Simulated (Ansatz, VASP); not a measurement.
Given: the input of a run of VASP 6.6.1 on Pd.

File INCAR:

```
  PREC = Accurate
  ENCUT = 520
  EDIFF = 1E-6
  ISMEAR = 0
  SIGMA = 0.022
  LREAL = False
  LASPH = True
  NELM = 100
  ALGO = Normal
  ISIF = 2
  LWAVE = False
  LCHARG = False
  GGA = PE
  NBANDS = 11
```

KPOINTS

```
Automatic mesh
0
Gamma
  12 12 12
```

File POSCAR:

```
Pd
1.0
    0.0000000000      1.9465000000      1.9465000000
    1.9465000000      0.0000000000      1.9465000000
    1.9465000000      1.9465000000      0.0000000000
Pd
1
Direct
    0.0000000000      0.0000000000      0.0000000000
```

Potentials or basis: VASP PAW PBE potentials, release 64 (Pd).

The run is started by

```bash
$ cat potpaw_PBE.64/Pd/POTCAR > POTCAR
$ mpirun -np 1 vasp_std > vasp.out
```

Question: Translate it to Ansatz 0.2.0. Potentials there: all-electron LAPW, scalar-relativistic.

Answer: As run (the cutoff follows the program's own potentials):

Contents of input.yaml:

```yaml
crystal:
  lattice:
    - [0.0, 1.9465, 1.9465]
    - [1.9465, 0.0, 1.9465]
    - [1.9465, 1.9465, 0.0]
  atoms:
    - { symbol: Pd, position: [0.0, 0.0, 0.0] }
kpoints:
  mp_grid: { grid: [12, 12, 12] }
scf:
  occupations: { method: gaussian, width: 0.022 }
hamiltonian:
  xc: pbe
  pseudopotentials: { kind: all_electron, lapw: { basis_error: 0.001 } }
output:
  forces: true
  stress: true
  eigenvalues: true
```

Potentials or basis: all-electron LAPW, scalar-relativistic.

Launch:

```bash
$ ansatz run input.yaml --threads 1 --pin off --max-ram 3072MiB --backend cpu --events-out ev --progress --plain --runs-dir out
```

Both were run:

|  | VASP | Ansatz | Ansatz less VASP |
| --- | --- | --- | --- |
| gap on the k mesh at the Fermi level (eV) | none | none | - |
| pressure (GPa) | 6.6 | 6.8 | +0.20 |

A gap of «none» marks a metal or a gap that the smearing closes. Ansatz ran all-electron here, so the differences hold the error of VASP's frozen core and of both bases.
